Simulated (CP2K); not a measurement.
The system is Sb.

```
Sb
1.0
     3.16000    0.00000    0.00000
     0.00000    3.16000    0.00000
     0.00000    0.00000    3.16000
Sb
1
Direct
  0.00000 0.00000 0.00000
```

This isn't the form of Sb at room conditions, which is rhombohedral.

Base run:

| Quantity | Value |
| --- | --- |
| Program | CP2K 2026.2 |
| Functional | TASK |
| Potentials or basis | POTENTIAL_UZH Sb GTH-SCAN-q5; TZVP-MOLOPT-SCAN-GTH basis |
| Density cutoff | 9184 eV |
| k mesh | 8 × 8 × 8 |
| Occupations | fermi-dirac, width 0.05 eV |
| Spin | no spin polarisation |

Its results: band gap on the k mesh none (metal or under the smearing width); pressure -2.2 GPa.

The run is repeated on the same cell with these changes: functional from TASK to r2SCAN. What comes out?

Band gap on the k mesh none (metal or under the smearing width); pressure -3.9 GPa.

Caveats: the basis of atomic orbitals isn't converged, which shifts pressures, moduli and gaps; the potentials were made for another functional, which shifts forces and pressure (some runs).

Not every run made on this cell is shown here.
